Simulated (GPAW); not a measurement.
# GaN (F-43m) in GPAW: a series of runs

The runs below take GaN through phonons, eps q, with SCAN+D3(BJ), r2SCAN.

Program: GPAW 26.7.0. These are calculated values, not measurements. Logs are shortened: lines on timing, memory, paths and dates and some standing lists are left out, and cuts for length are marked. The log counts tension as positive stress, the text compression.

**Measured values to compare with.**

From a printed reference work, textbook, for a bulk crystal of GaN at 0 K: band gap 3.299 eV (direct).

How close the calculation comes is told below.

## 1. The crystal as given

Symmetry: F-43m, No. 216, cubic system. The conventional cell has a = 4.507 Å, b = 4.507 Å, c = 4.507 Å, α = 90.00°, β = 90.00°, γ = 90.00°. Ga (site symmetry -43m) has 4 N at 1.95 Å as nearest neighbours. N (site symmetry -43m) is surrounded by 4 Ga at 1.95 Å.

The cell is a database's computed one.

## 2. Phonons, SCAN+D3(BJ)

Contents of run.py:

```python
import json
import numpy as np
from ase import Atoms
from ase.calculators.mixing import SumCalculator
from ase.constraints import FixSymmetry
from ase.filters import FrechetCellFilter
from ase.io import read, write
from ase.optimize import BFGS
from dftd3.ase import DFTD3
from phonopy import Phonopy
from phonopy.structure.atoms import PhonopyAtoms
from gpaw import GPAW, PW

atoms = read('POSCAR')

calc = GPAW(mode=PW(780),
            xc='MGGA_X_SCAN+MGGA_C_SCAN',
            kpts={'size': (10, 10, 10), 'gamma': True},
            occupations={'name': 'fermi-dirac', 'width': 0.05},
            nbands=11,
            convergence={'density': 1e-06, 'eigenstates': 1e-09},
            mixer={'backend': 'pulay', 'beta': 0.02, 'nmaxold': 8, 'weight': 100.0},
            eigensolver={'name': 'davidson', 'niter': 2},
            maxiter=50,
            txt='gpaw.txt')
atoms.calc = SumCalculator([calc, DFTD3(method='scan', damping='d3bj')])
atoms.set_constraint(FixSymmetry(atoms))
BFGS(FrechetCellFilter(atoms), trajectory='relax.traj', logfile='-').run(fmax=0.005, steps=40)
atoms.set_constraint()
energy = atoms.get_potential_energy()
forces = atoms.get_forces()
stress = atoms.get_stress()
calc.write('gs.gpw')
write('result.traj', atoms)
print('Cell:', atoms.cell.cellpar().round(4))
print(atoms.get_scaled_positions().round(5))

def force_constants(scale):
    unit = PhonopyAtoms(symbols=atoms.get_chemical_symbols(), cell=atoms.cell[:] * scale**(1 / 3),
                        scaled_positions=atoms.get_scaled_positions())
    ph = Phonopy(unit, supercell_matrix=np.diag([1, 1, 1]), primitive_matrix=np.eye(3), symprec=1e-4)
    ph.generate_displacements(distance=0.03)
    forces = []
    for i, sc in enumerate(ph.supercells_with_displacements):
        a = Atoms(sc.symbols, cell=sc.cell, scaled_positions=sc.scaled_positions, pbc=True)
        c = GPAW(mode=PW(780),
                 xc='MGGA_X_SCAN+MGGA_C_SCAN',
                 kpts={'size': (10, 10, 10), 'gamma': True},
                 occupations={'name': 'fermi-dirac', 'width': 0.05},
                 nbands=11,
                 convergence={'density': 1e-06, 'eigenstates': 1e-09},
                 mixer={'backend': 'pulay', 'beta': 0.02, 'nmaxold': 8, 'weight': 100.0},
                 eigensolver={'name': 'davidson', 'niter': 2},
                 maxiter=50,
                 txt=f'disp-{scale:.3f}-{i:02d}.txt')
        a.calc = SumCalculator([c, DFTD3(method='scan', damping='d3bj')])
        f = a.get_forces()
        forces.append(f - f.mean(axis=0))
        print(f'displacement {i}: drift', f.mean(axis=0).round(5), flush=True)
    ph.forces = forces
    ph.produce_force_constants()
    ph.symmetrize_force_constants()
    return ph

qpoints = [[0.0, 0.0, 0.0]]
results = {}
for scale in [1.0]:
    ph = force_constants(scale)
    ph.run_qpoints(qpoints)
    nu = ph.qpoints.frequencies * 33.35641  # THz to cm^-1
    results[f'{scale:.3f}'] = nu.tolist()
    for qp, f in zip(qpoints, nu):
        print(scale, np.round(qp, 4), f.round(2))
json.dump(results, open('phonons.json', 'w'))
```

Contents of POSCAR:

```
GaN
1.0
    0.0000000000      2.2535006075      2.2535006075
    2.2535006075      0.0000000000      2.2535006075
    2.2535006075      2.2535006075      0.0000000000
Ga N
1 1
Direct
    0.0000000000      0.0000000000      0.0000000000
    0.2500000000      0.2500000000      0.2500000000
```

Potentials or basis: GPAW PAW data sets (gpaw-data 1.2.1), pw.

Started as:

```sh
OMP_NUM_THREADS=1 python run.py
```

gpaw.txt:

```text
__  _  _
 | _ |_)|_||  |
 |__||  | ||/\| - 26.7.0

Input parameters:
  mode=PW(ecut=780.0),
  convergence={'density': 1e-06, 'eigenstates': 1e-09},
  eigensolver=Davidson(niter=2),
  kpts=MonkhorstPack(size=(10, 10, 10), gamma=True),
  maxiter=50,
  mixer=Pulay(name='pulay', nmaxold=8, beta=0.02, weight=100.0, sigma=0.015, g_ss=None),
  nbands=11,
  occupations=Occupations(name='fermi-dirac', width=0.05),
  xc=XC(name='MGGA_X_SCAN+MGGA_C_SCAN')

Diagonalizing LCAO Hamiltonian
Converting LCAO to pw mode

           N
       Ga

Atoms  # Å, Bohr magnetons
|   | symbol |        x |        y |        z |    initial magnetic moments |
|---|--------|----------|----------|----------|-----------------------------|
| 0 |     Ga | 0.000000 | 0.000000 | 0.000000 | ( 0.0000,  0.0000,  0.0000) |
| 1 |      N | 1.126750 | 1.126750 | 1.126750 | ( 0.0000,  0.0000,  0.0000) |

Unit cell  # Å
| periodic |        x |        y |        z |  lengths |    angles |
|----------|----------|----------|----------|----------|-----------|
|      yes | 0.000000 | 2.253501 | 2.253501 | 3.186931 | 60.000000 |
|      yes | 2.253501 | 0.000000 | 2.253501 | 3.186931 | 60.000000 |
|      yes | 2.253501 | 2.253501 | 0.000000 | 3.186931 | 60.000000 |

Number of symmetries: 24
Symmetry operations  # r_c * U_cc + t_c -> r_c
|    | kind |            matrix            |
|----|------|------------------------------|
|  0 |  E   |  1, 0, 0,  0, 1, 0,  0, 0, 1 |
|  1 |  σ   |  1, 0, 0,  0, 0, 1,  0, 1, 0 |
|  2 |  σ   |  1, 0,-1,  0, 1,-1,  0, 0,-1 |
|  3 |  C3  |  1, 0,-1,  0, 0,-1,  0, 1,-1 |
|  4 |  C3  |  1,-1, 0,  0,-1, 1,  0,-1, 0 |
|  5 |  σ   |  1,-1, 0,  0,-1, 0,  0,-1, 1 |
|  6 |  σ   |  0, 1, 0,  1, 0, 0,  0, 0, 1 |
|  7 |  C3  |  0, 1, 0,  0, 0, 1,  1, 0, 0 |
|  8 |  C2  |  0, 1,-1,  1, 0,-1,  0, 0,-1 |
|  9 |  S4  |  0, 1,-1,  0, 0,-1,  1, 0,-1 |
| 10 |  C3  |  0, 0, 1,  1, 0, 0,  0, 1, 0 |
| 11 |  σ   |  0, 0, 1,  0, 1, 0,  1, 0, 0 |
| 12 |  S4  |  0, 0,-1,  1, 0,-1,  0, 1,-1 |
| 13 |  C3  |  0, 0,-1,  0, 1,-1,  1, 0,-1 |
[... 124 lines left out ...]
convergence criteria:
- Maximum integral of absolute [dens]ity change: 1e-06 electrons / valence electron
- Maximum integral of absolute [eigenst]ate change: 1e-09 eV^2 / valence electron
- Maximum [total energy] change in last 3 cyles: 0.0005 eV / valence electron
maximum number of iterations: 50

SCF iterations
|iter     | |      energy | eigst |  dens |
|---------|-|-------------|-------|-------|
|iter:   1| |  -29.225482 | -0.18 |       |
|iter:   2| |  -26.393813 | -1.40 | -0.59 |
|iter:   3| |  -25.630423 | -1.03 | -0.62 |
|iter:   4| |  -25.802466 | -0.71 | -0.88 |
|iter:   5| |  -25.689722 | -2.08 | -1.14 |
|iter:   6| |  -25.662474 | -1.79 | -1.30 |
|iter:   7| |  -25.673278 | -2.27 | -2.11 |
|iter:   8| |  -25.669710 | -3.94 | -1.56 |
|iter:   9| |  -25.659861 | -2.57 | -1.73 |
|iter:  10| |  -25.659820 | -4.25 | -3.20 |
|iter:  11| |  -25.659817c| -5.60 | -3.25 |
|iter:  12| |  -25.659821c| -6.09 | -3.39 |
|iter:  13| |  -25.659823c| -6.09 | -3.44 |
|iter:  14| |  -25.659823c| -8.01 | -4.74 |
|iter:  15| |  -25.659823c| -8.79 | -4.76 |
|iter:  16| |  -25.659823c| -9.36c| -4.87 |
|iter:  17| |  -25.659823c|-10.88c| -5.33 |
|iter:  18| |  -25.659823c|-11.25c| -5.29 |
|iter:  19| |  -25.659823c| -9.57c| -5.39 |
|iter:  20| |  -25.659823c|-11.15c| -6.06c|
[... 39 lines left out ...]
Stress tensor  # eV/Ang^3
|         x |         y |         z |
|-----------|-----------|-----------|
| -0.028597 |  0.000000 | -0.000000 |
|  0.000000 | -0.028597 | -0.000000 |
| -0.000000 | -0.000000 | -0.028597 |

Forces  # eV/Ang
|        x |        y |        z |
|----------|----------|----------|
| -0.00000 | -0.00000 | -0.00000 |  # Ga   0
| -0.00000 | -0.00000 |  0.00000 |  # N    1

Interpolating wave functions to new cell

           N
       Ga

Atoms  # Å, Bohr magnetons
|   | symbol |         x |        y |        z |    initial magnetic moments |
|---|--------|-----------|----------|----------|-----------------------------|
| 0 |     Ga | -0.000000 | 0.000000 | 0.000000 | ( 0.0000,  0.0000,  0.0000) |
| 1 |      N |  1.128732 | 1.128732 | 1.128732 | ( 0.0000,  0.0000,  0.0000) |

Unit cell  # Å
| periodic |         x |        y |         z |  lengths |    angles |
|----------|-----------|----------|-----------|----------|-----------|
|      yes | -0.000000 | 2.257464 |  2.257464 | 3.192536 | 60.000000 |
|      yes |  2.257464 | 0.000000 |  2.257464 | 3.192536 | 60.000000 |
|      yes |  2.257464 | 2.257464 | -0.000000 | 3.192536 | 60.000000 |

Number of symmetries: 24
Symmetry operations  # r_c * U_cc + t_c -> r_c
|    | kind |            matrix            |
|----|------|------------------------------|
|  0 |  E   |  1, 0, 0,  0, 1, 0,  0, 0, 1 |
|  1 |  σ   |  1, 0, 0,  0, 0, 1,  0, 1, 0 |
|  2 |  σ   |  1, 0,-1,  0, 1,-1,  0, 0,-1 |
|  3 |  C3  |  1, 0,-1,  0, 0,-1,  0, 1,-1 |
|  4 |  C3  |  1,-1, 0,  0,-1, 1,  0,-1, 0 |
|  5 |  σ   |  1,-1, 0,  0,-1, 0,  0,-1, 1 |
|  6 |  σ   |  0, 1, 0,  1, 0, 0,  0, 0, 1 |
|  7 |  C3  |  0, 1, 0,  0, 0, 1,  1, 0, 0 |
|  8 |  C2  |  0, 1,-1,  1, 0,-1,  0, 0,-1 |
|  9 |  S4  |  0, 1,-1,  0, 0,-1,  1, 0,-1 |
| 10 |  C3  |  0, 0, 1,  1, 0, 0,  0, 1, 0 |
| 11 |  σ   |  0, 0, 1,  0, 1, 0,  1, 0, 0 |
| 12 |  S4  |  0, 0,-1,  1, 0,-1,  0, 1,-1 |
| 13 |  C3  |  0, 0,-1,  0, 1,-1,  1, 0,-1 |
[... 124 lines left out ...]
convergence criteria:
- Maximum integral of absolute [dens]ity change: 1e-06 electrons / valence electron
- Maximum integral of absolute [eigenst]ate change: 1e-09 eV^2 / valence electron
- Maximum [total energy] change in last 3 cyles: 0.0005 eV / valence electron
maximum number of iterations: 50

SCF iterations
|iter     | |      energy | eigst |  dens |
|---------|-|-------------|-------|-------|
|iter:   1| |  -30.895927 |       |       |
|iter:   2| |  -25.663134 | -1.42 | -1.53 |
|iter:   3| |  -25.663966 | -2.83 | -2.24 |
|iter:   4| |  -25.663618c| -3.93 | -2.29 |
|iter:   5| |  -25.663421c| -3.69 | -2.43 |
|iter:   6| |  -25.663387c| -5.53 | -2.68 |
|iter:   7| |  -25.663343c| -4.18 | -2.70 |
|iter:   8| |  -25.663335c| -5.21 | -3.07 |
|iter:   9| |  -25.663340c| -6.01 | -3.28 |
|iter:  10| |  -25.663327c| -5.39 | -3.12 |
|iter:  11| |  -25.663328c| -6.88 | -4.25 |
|iter:  12| |  -25.663328c| -8.41 | -4.59 |
|iter:  13| |  -25.663327c| -8.38 | -4.61 |
|iter:  14| |  -25.663327c| -9.56c| -5.31 |
|iter:  15| |  -25.663327c|-11.09c| -5.67 |
|iter:  16| |  -25.663327c|-11.00c| -5.71 |
|iter:  17| |  -25.663327c|-11.70c| -5.91 |
|iter:  18| |  -25.663327c|-13.30c| -5.99 |
|iter:  19| |  -25.663327c|-11.36c| -6.03c|
[... 39 lines left out ...]
Stress tensor  # eV/Ang^3
|         x |         y |         z |
|-----------|-----------|-----------|
| -0.020929 |  0.000000 | -0.000000 |
|  0.000000 | -0.020929 |  0.000000 |
| -0.000000 |  0.000000 | -0.020929 |

Forces  # eV/Ang
|        x |        y |        z |
|----------|----------|----------|
|  0.00000 | -0.00000 |  0.00000 |  # Ga   0
| -0.00000 | -0.00000 | -0.00000 |  # N    1

Interpolating wave functions to new cell

           N
       Ga

Atoms  # Å, Bohr magnetons
|   | symbol |         x |        y |        z |    initial magnetic moments |
|---|--------|-----------|----------|----------|-----------------------------|
| 0 |     Ga | -0.000000 | 0.000000 | 0.000000 | ( 0.0000,  0.0000,  0.0000) |
| 1 |      N |  1.132423 | 1.132423 | 1.132423 | ( 0.0000,  0.0000,  0.0000) |

Unit cell  # Å
| periodic |         x |        y |         z |  lengths |    angles |
|----------|-----------|----------|-----------|----------|-----------|
|      yes | -0.000000 | 2.264847 |  2.264847 | 3.202977 | 60.000000 |
|      yes |  2.264847 | 0.000000 |  2.264847 | 3.202977 | 60.000000 |
|      yes |  2.264847 | 2.264847 | -0.000000 | 3.202977 | 60.000000 |

Number of symmetries: 24
Symmetry operations  # r_c * U_cc + t_c -> r_c
|    | kind |            matrix            |
|----|------|------------------------------|
|  0 |  E   |  1, 0, 0,  0, 1, 0,  0, 0, 1 |
|  1 |  σ   |  1, 0, 0,  0, 0, 1,  0, 1, 0 |
|  2 |  σ   |  1, 0,-1,  0, 1,-1,  0, 0,-1 |
|  3 |  C3  |  1, 0,-1,  0, 0,-1,  0, 1,-1 |
|  4 |  C3  |  1,-1, 0,  0,-1, 1,  0,-1, 0 |
|  5 |  σ   |  1,-1, 0,  0,-1, 0,  0,-1, 1 |
|  6 |  σ   |  0, 1, 0,  1, 0, 0,  0, 0, 1 |
|  7 |  C3  |  0, 1, 0,  0, 0, 1,  1, 0, 0 |
|  8 |  C2  |  0, 1,-1,  1, 0,-1,  0, 0,-1 |
|  9 |  S4  |  0, 1,-1,  0, 0,-1,  1, 0,-1 |
| 10 |  C3  |  0, 0, 1,  1, 0, 0,  0, 1, 0 |
| 11 |  σ   |  0, 0, 1,  0, 1, 0,  1, 0, 0 |
| 12 |  S4  |  0, 0,-1,  1, 0,-1,  0, 1,-1 |
| 13 |  C3  |  0, 0,-1,  0, 1,-1,  1, 0,-1 |
[... 124 lines left out ...]
convergence criteria:
- Maximum integral of absolute [dens]ity change: 1e-06 electrons / valence electron
- Maximum integral of absolute [eigenst]ate change: 1e-09 eV^2 / valence electron
- Maximum [total energy] change in last 3 cyles: 0.0005 eV / valence electron
maximum number of iterations: 50

SCF iterations
|iter     | |      energy | eigst |  dens |
|---------|-|-------------|-------|-------|
|iter:   1| |  -30.884041 |       |       |
|iter:   2| |  -25.668522 | -1.41 | -1.55 |
|iter:   3| |  -25.669226 | -2.83 | -2.04 |
|iter:   4| |  -25.667941c| -3.75 | -2.07 |
|iter:   5| |  -25.667769c| -3.34 | -2.27 |
|iter:   6| |  -25.667482c| -4.74 | -2.41 |
|iter:   7| |  -25.667417c| -4.04 | -2.64 |
|iter:   8| |  -25.667414c| -5.48 | -3.25 |
|iter:   9| |  -25.667419c| -6.07 | -3.38 |
|iter:  10| |  -25.667410c| -5.48 | -3.18 |
|iter:  11| |  -25.667411c| -6.98 | -4.62 |
|iter:  12| |  -25.667411c| -8.50 | -5.27 |
|iter:  13| |  -25.667411c|-10.12c| -5.17 |
|iter:  14| |  -25.667411c| -9.54c| -5.40 |
|iter:  15| |  -25.667411c|-11.03c| -5.39 |
|iter:  16| |  -25.667411c|-11.81c| -5.36 |
|iter:  17| |  -25.667411c|-10.59c| -5.39 |
|iter:  18| |  -25.667411c|-11.25c| -5.59 |
|iter:  19| |  -25.667411c|-12.10c| -5.50 |
|iter:  20| |  -25.667411c| -9.99c| -5.47 |
|iter:  21| |  -25.667411c|-11.80c| -6.89c|
[... 39 lines left out ...]
Stress tensor  # eV/Ang^3
|         x |         y |         z |
|-----------|-----------|-----------|
| -0.007169 |  0.000000 |  0.000000 |
|  0.000000 | -0.007169 |  0.000000 |
|  0.000000 |  0.000000 | -0.007169 |

Forces  # eV/Ang
|        x |       y |        z |
|----------|---------|----------|
| -0.00000 | 0.00000 | -0.00000 |  # Ga   0
| -0.00000 | 0.00000 |  0.00000 |  # N    1

# Writing to gs.gpw (mode='')
```

Run time: 9.5 min. Hardware: 1 thread of Intel Xeon 6975P-C (Granite Rapids), shared host; peak memory 0.56 GiB.

What came out:

| Property | Result |
| --- | --- |
| Free energy | -25.8266 eV |
| Relaxed volume | 11.62 Å³/atom |
| Relaxed cell | a = 3.203 Å, b = 3.203 Å, c = 3.203 Å, α = 60.00°, β = 60.00°, γ = 60.00° |
| Space group after relaxing (to 0.05 Å) | F-43m (No. 216) |
| Pressure after relaxing | 0.0 GPa |
| Band gap on the k mesh | 2.11 eV, direct |
| Highest phonon frequency at Γ, LO-TO splitting left out | 605 cm⁻¹ |
| Dispersion energy per atom | -0.080 eV |

Final structure:
```
Ga N
1.0
     0.00000    2.26485    2.26485
     2.26485    0.00000    2.26485
     2.26485    2.26485    0.00000
Ga N
1 1
Cartesian
  0.0000 0.0000 0.0000
  1.1324 1.1324 1.1324
```

Levels at points of the mesh, in eV from the valence-band top:
```tsv
k point	band 1	band 2	band 3	band 4	band 5	band 6	band 7
(0.00, 0.00, 0.00)	-16.56	0.00	0.00	0.00	2.11	10.93	10.93
(0.50, 0.50, 0.00)	-13.68	-6.22	-2.67	-2.67	3.81	7.19	12.51
(0.50, 0.50, 0.50)	-14.39	-7.00	-0.96	-0.96	5.12	9.44	10.91
```

Phonon frequencies in cm⁻¹ (negative: imaginary):
| q point | frequencies |
| --- | --- |
| (0.000, 0.000, 0.000) | 0 0 0 605 605 605 |

Caveat: the data sets keep Ga 3d, Li 1s and Be 1s frozen, and some such compounds lay over 1.5 % in volume off other programs; the LO-TO splitting is left out; the PAW data sets were made with another functional, which shifts forces and pressure a little. SCAN opens gaps a little over a GGA but as a rule still falls short of measured ones.

(Part 1 of 2 ends here.)
